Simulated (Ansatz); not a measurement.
# KCl, response to strain

Start from KCl in the rock salt structure (space group Fm-3m, No. 225; a = 6.2427 Å). Axes: x, y, z lie along the cube axes.

Strains are applied to the cell and any free atomic positions relax.

Calculations: plane-wave PAW DFT at the PBEsol level (Ansatz, an electronic-structure program, 420 eV), scalar-relativistic without spin-orbit coupling.

Notes on the quantities. energy relative to the base: free energy F; pressure: mean of the normal stresses, compression positive.

```json
[
 {"variant": "base", "band gap": "5.10 eV", "volume per atom": "30.41 Å³", "energy relative to the base": "0 meV/atom", "pressure": "0.01 GPa"},
 {"variant": "tensor shear ε_xy = +1.14 %", "band gap": "5.08 eV", "volume per atom": "30.41 Å³", "energy relative to the base": "+0.3 meV/atom", "pressure": "0.01 GPa"},
 {"variant": "tensor shear ε_xy = +1.71 %", "band gap": "5.07 eV", "volume per atom": "30.40 Å³", "energy relative to the base": "+0.7 meV/atom", "pressure": "0.01 GPa"},
 {"variant": "tensor shear ε_xy = +0.29 %", "band gap": "5.10 eV", "volume per atom": "30.41 Å³", "energy relative to the base": "0.0 meV/atom", "pressure": "0.01 GPa"},
 {"variant": "tensor shear ε_xy = +0.86 %", "band gap": "5.09 eV", "volume per atom": "30.41 Å³", "energy relative to the base": "+0.2 meV/atom", "pressure": "0.01 GPa"},
 {"variant": "tensor shear ε_xy = +2.00 %", "band gap": "5.06 eV", "volume per atom": "30.40 Å³", "energy relative to the base": "+1.0 meV/atom", "pressure": "0.00 GPa"},
 {"variant": "tensor shear ε_xy = +0.57 %", "band gap": "5.09 eV", "volume per atom": "30.41 Å³", "energy relative to the base": "+0.1 meV/atom", "pressure": "0.01 GPa"},
 {"variant": "tensor shear ε_xy = +1.43 %", "band gap": "5.07 eV", "volume per atom": "30.40 Å³", "energy relative to the base": "___", "pressure": "0.01 GPa"}
]
```

**Question.** Complete the table.

**Answer.** 
- tensor shear ε_xy = +1.43 %, energy relative to the base: +0.5 meV/atom

Stability against distortions was not tested.
